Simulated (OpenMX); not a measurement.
Input of an OpenMX 3.8.5 run:

The input HfN.dat:

```
System.CurrrentDirectory             ./
System.Name                          HfN
DATA.PATH                            ./DFT_DATA13
level.of.stdout                      1
level.of.fileout                     0
Species.Number                       2
<Definition.of.Atomic.Species
  Hf  Hf7.0-s3p2d2f1         Hf_PBE13
  N   N6.0-s2p2d1            N_PBE13
Definition.of.Atomic.Species>

Atoms.Number                         2
Atoms.SpeciesAndCoordinates.Unit     FRAC
<Atoms.SpeciesAndCoordinates
    1  Hf    0.0000000000    0.0000000000    0.0000000000   6.000  6.000
    2  N     0.5000000000    0.5000000000    0.5000000000   2.500  2.500
Atoms.SpeciesAndCoordinates>

Atoms.UnitVectors.Unit               Ang
<Atoms.UnitVectors
     0.0000000000    2.2560000000    2.2560000000
     2.2560000000    0.0000000000    2.2560000000
     2.2560000000    2.2560000000    0.0000000000
Atoms.UnitVectors>

scf.XcType                           GGA-PBE
scf.SpinPolarization                 off
scf.ElectronicTemperature            580.226
scf.energycutoff                     400.0
scf.maxIter                          100
scf.EigenvalueSolver                 band
scf.Kgrid                            11 11 11
scf.Mixing.Type                      rmm-diisk
scf.Init.Mixing.Weight               0.05
scf.Min.Mixing.Weight                0.001
scf.Max.Mixing.Weight                0.3
scf.Mixing.History                   25
scf.Mixing.StartPulay                8
scf.criterion                        1.0e-8
scf.stress.tensor                    on
MD.Type                              nomd
```

Potentials or basis: OpenMX 2013 PBE set, Hf7.0-s3p2d2f1, N6.0-s2p2d1, grid cutoff 400 Ry.

Run with:

```bash
$ openmx HfN.dat -nt 1 > HfN.std
```

**Question.** What does it give for the band gap on the k mesh?

**Answer.** None (metal or under the smearing width).

**Question.** Predict the pressure.

**Answer.** 5.1 GPa.

**Question.** Predict the Mulliken charges.

**Answer.** Hf +0.65; N -0.65 e.

Caveat: the basis of atomic orbitals isn't converged, which shifts pressures, moduli and gaps. Spin-orbit coupling is left out, which matters for the levels of Hf.
